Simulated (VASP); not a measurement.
KF:

```
CELL_PARAMETERS angstrom
0.00000 2.65441 2.65441
2.65441 0.00000 2.65441
2.65441 2.65441 0.00000
ATOMIC_POSITIONS crystal
K 0.00000 0.00000 0.00000
F 0.50000 0.50000 0.50000
```

The cell is a database's computed one.

| Property | Result |
| --- | --- |
| Program | VASP 6.6.1 |
| Task | relaxation of cell and atoms |
| Functional | RPBE |
| Potentials or basis | VASP PAW PBE potentials, release 64 (K_sv, F) |
| Cutoff | 600 eV |
| k mesh | 8 × 8 × 8 |
| Occupations | gaussian, width 0.02 eV |
| Spin | no spin polarisation |

At the start: pressure 4.9 GPa; volume 18.70 Å³/atom.

Task: Where does the relaxation end?

Result: Over 5 steps the energy falls by 40.6 meV/atom and the volume is 21.75 Å³/atom (+16.3 %); space group Fm-3m (No. 225, to 0.05 Å).

The path:
```tsv
step	energy change (eV)	largest force (eV/Å)	pressure (GPa)	volume (Å³)
1	0.0000	0.0000	4.90	37.41
2	-0.0652	0.0000	1.87	40.59
3	-0.0771	0.0000	-0.78	45.10
4	-0.0811	0.0000	-0.07	43.64
5	-0.0811	0.0000	0.00	43.51
```

Final structure:
```yaml
crystal:
  lattice:
    - [0.00000, 2.79158, 2.79158]
    - [2.79158, 0.00000, 2.79158]
    - [2.79158, 2.79158, 0.00000]
  atoms:
    - { symbol: K, position: [0.00000, 0.00000, 0.00000] }
    - { symbol: F, position: [0.50000, 0.50000, 0.50000] }
```

Caveat: the volume moved by over 15 % at a fixed basis, so the end points are rough; the PAW data sets were made with another functional, which shifts forces and pressure a little.
